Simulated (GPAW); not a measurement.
Runs of GPAW 26.7.0 on CdS (Greenockite). The structure is hexagonal, space group P6_3mc (No. 186). The conventional cell has a = 4.150 Å, b = 4.150 Å, c = 6.737 Å, α = 90.00°, β = 90.00°, γ = 120.00°. Around Cd (site symmetry 3m) lie 4 S at 2.53 to 2.54 Å. S (site symmetry 3m) has 4 Cd at 2.53 to 2.54 Å as nearest neighbours. 

| task | level | potentials or basis | spin | cell | k mesh | cutoff (eV) | smearing | maxiter | band path | band points | spin axis theta (degrees) | spin axis phi (degrees) | mesh quality | gap on the mesh (eV) | pressure (GPa) | largest force (eV/Å) |
| --- | --- | --- | --- | --- | --- | --- | --- | --- | --- | --- | --- | --- | --- | --- | --- | --- |
| single point | PBEsol | PAW data sets generated in the run's folder for this functional, pw | off | as given | 7 × 7 × 4 | 600 | fermi-dirac 0.05 eV | 150 | - | - | - | - | not flagged | 1.04 | -1.2 | 0.07 |
| band structure | PBEsol | PAW data sets generated in the run's folder for this functional, pw | SOC, no magnetisation | as given | 7 × 7 × 4 | 600 | fermi-dirac 0.05 eV | 150 | GMKGALHA,LM,KH | 60 | 90 | 0 | not flagged | 1.02 | -1.2 | 0.07 |
| band structure | PBEsol | PAW data sets generated in the run's folder for this functional, pw | off | as given | 7 × 7 × 4 | 600 | fermi-dirac 0.05 eV | 150 | GMKGALHA,LM,KH | 60 | - | - | not flagged | 1.04 | -1.2 | 0.07 |
| single point | LDA | the program's PAW data sets (release 1.2.1) made for this functional, pw | off | as given | 6 × 6 × 3 | 450 | fermi-dirac 0.05 eV | 120 | - | - | - | - | not flagged | (a) | -4.2 | 0.06 |
| single point | PBEsol | PAW data sets generated in the run's folder for this functional, pw | off | atoms moved at random, drawn with an rms of 0.05 Å | 7 × 7 × 4 | 600 | fermi-dirac 0.05 eV | 150 | - | - | - | - | not flagged | 1.03 | -1.1 | 0.39 |
| relaxation of cell and atoms | TPSS+D4 | GPAW PAW data sets (gpaw-data 1.2.1), pw | off | relaxed | 5 × 5 × 3 | 600 | fermi-dirac 0.05 eV | 150 | - | - | - | - | not flagged | (b) | -0.1 | - |

**Question.** Estimate the missing entries.

**Answer.** (a) 0.89; (b) 1.42.

Caveats: spin-orbit coupling was added after a scalar SCF, so levels and gaps hold it while energy, forces, pressure and moments don't (some runs); this program's spin-orbit splittings come out too wide for heavy elements (some runs); the cutoff is short for stress and forces, so pressures can be off by a GPa or more (some runs); later steps reuse the first step's grids (some runs); the PAW data sets were made with another functional, which shifts forces and pressure a little (some runs).

A k mesh can miss the band edges, and rows without SOC leave out spin-orbit coupling on Cd.

Runs at the PBE level aren't shown here.
